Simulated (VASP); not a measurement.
Al2O3:

```xyz
5
Lattice="2.8843 0.0000 0.0000 -1.4422 2.4979 0.0000 0.0000 0.0000 9.3368" Properties=species:S:1:pos:R:3 pbc="T T T"
Al    0.0000    0.0000    7.9363
Al    0.0000    0.0000    1.4004
O     0.0000    1.6653    7.2610
O     1.4422    0.8326    0.0000
O     0.0000    1.6653    2.0757
```

Measurements of this composition are mostly on another form, of space group No. 167.

Base run:

- Program: VASP 6.6.1
- Functional: PBE
- Potentials or basis: VASP PAW PBE potentials, release 64 (Al, O)
- Cutoff: 900 eV
- k mesh: 8 × 8 × 3
- Occupations: fermi-dirac, width 0.05 eV
- Spin: no spin polarisation

Its results: band gap on the k mesh 4.78 eV, indirect (least direct gap 5.01 eV); pressure 0.1 GPa; largest force 0.005 eV/Å.

Problem. The run is repeated on the same cell with these changes: potentials or basis from VASP PAW PBE potentials, release 64 (Al, O) to VASP PAW PBE potentials, release 64 (Al, O_h). What comes out?

Solution. Band gap on the k mesh 4.79 eV, indirect (least direct gap 5.02 eV); pressure -0.3 GPa; largest force 0.034 eV/Å.

Caveats: the cutoff is under 1.25 times the usual one of these potentials, so pressure, stress and relaxed cells hold a basis-set (Pulay) error (some runs).
